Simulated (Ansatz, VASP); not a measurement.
Given: the input of a run of Ansatz 0.2.0 on Sb.

Contents of input.yaml:

```yaml
crystal:
  lattice:
    - [-1.5765401831, 1.5765401831, 2.7119384313]
    - [1.5765401831, -1.5765401831, 2.7119384313]
    - [1.5765401831, 1.5765401831, -2.7119384313]
  atoms:
    - { symbol: Sb, position: [0.0, 0.0, 0.0] }
kpoints:
  mp_grid: { grid: [7, 7, 7] }
scf:
  occupations: { method: fermi_dirac, width: 0.03 }
hamiltonian:
  xc: pbesol
  pseudopotentials: { kind: all_electron, lapw: { basis_error: 0.001 } }
output:
  forces: true
  stress: true
  eigenvalues: true
```

Potentials or basis: all-electron LAPW, scalar-relativistic.

Launch:

```sh
$ ansatz run input.yaml --threads 1 --pin off --max-ram 3072MiB --backend cpu --events-out ev --progress --plain --runs-dir out
```

Question: Set up the same calculation for VASP 6.6.1. Potentials there: VASP PAW PBE potentials, release 64 (Sb).

Answer: As run (the cutoff follows the program's own potentials):

INCAR

```
ALGO     = Normal         # electronic algorithm
EDIFF    = 1E-7           # SCF threshold, eV
ENCUT    = 520            # plane-wave cutoff, eV
GGA      = PS             # functional
ISIF     = 2              # what is computed and relaxed
ISMEAR   = -1             # smearing method
LASPH    = True           # aspherical terms in the spheres
LCHARG   = False          # write CHGCAR
LREAL    = False          # projectors in reciprocal space
LWAVE    = False          # write WAVECAR
NBANDS   = 8              # bands
NELM     = 80             # most SCF steps
PREC     = Accurate       # precision mode
SIGMA    = 0.03           # smearing width, eV
```

Contents of KPOINTS:

```
k-points
0
Gamma
  7 7 7
```

Contents of POSCAR:

```
Sb
1.0
   -1.5765401831      1.5765401831      2.7119384313
    1.5765401831     -1.5765401831      2.7119384313
    1.5765401831      1.5765401831     -2.7119384313
Sb
1
Direct
    0.0000000000      0.0000000000      0.0000000000
```

Potentials or basis: VASP PAW PBE potentials, release 64 (Sb).

Launch:

```sh
$ cat potpaw_PBE.64/Sb/POTCAR > POTCAR
$ mpirun -np 1 vasp_std > vasp.out
```

Both were run:

|  | VASP | Ansatz | Ansatz less VASP |
| --- | --- | --- | --- |
| gap on the k mesh at the Fermi level (eV) | none | none | - |
| pressure (GPa) | -0.5 | -0.5 | 0.00 |
| largest component of the traceless stress (GPa) | 2.17 | 2.22 | +0.044 |

A gap of «none» marks a metal or a gap that the smearing closes. Ansatz ran all-electron here, so the differences hold the error of VASP's frozen core and of both bases.

Caveats: the k mesh is coarse (spacing up to 0.40 Å⁻¹), so the values aren't converged; the PAW data sets were made with another functional, which shifts forces and pressure a little (VASP); the k mesh is thin for a metal, which can move the energy by tens of meV per atom (Ansatz). Spin-orbit coupling is left out, which matters for the levels of Sb.
